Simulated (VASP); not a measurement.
Runs of VASP 6.6.1 on BAs. Symmetry: I-43m, No. 217, cubic system. Conventional cell: a = 6.593 Å, b = 6.593 Å, c = 6.593 Å, α = 90.00°, β = 90.00°, γ = 90.00°. B (site symmetry 3m) has 4 As at 2.03 to 2.12 Å as nearest neighbours. As (site symmetry 3m) has 4 B at 2.03 to 2.12 Å as nearest neighbours. The cell was built by a generator and needn't be a form met in nature.

```tsv
task	cell	k mesh	cutoff (eV)	smearing	gap on the mesh (eV)	pressure (GPa)	relaxed volume (Å³/atom)	largest force (eV/Å)
relaxation of cell and atoms	relaxed	6 × 6 × 6	600	gaussian 0.02 eV	1.08	0.0	18.01	-
single point	I-43m, 17.93 Å³/atom	6 × 6 × 6	520	gaussian 0.02 eV	1.08	0.5	-	0.02
single point	I-43m, 17.91 Å³/atom	4 × 4 × 4	520	gaussian 0.1 eV	1.07	0.5	-	0.04
relaxation of cell and atoms	relaxed	4 × 4 × 4	600	gaussian 0.1 eV	1.08	0.0	18.01	0.01
single point	I-43m, 16.17 Å³/atom	4 × 4 × 4	520	gaussian 0.1 eV	(b)	(a)	-	2.84
```

Alike in all rows: level PBE; potentials or basis VASP PAW PBE potentials, release 64 (B, As); no spin polarisation.

Question: Estimate the missing entries.

Answer: (a) 15.2; (b) 0.53.

Caveats: so large a pressure means that the cell lies far from this level's equilibrium, or that cutoff or potentials fall short (some runs); forces of over 1 eV/Å show positions far from the minimum, so gaps and moduli don't describe the material at rest (some runs).

A k mesh can miss the band edges, and the runs leave out spin-orbit coupling on As.
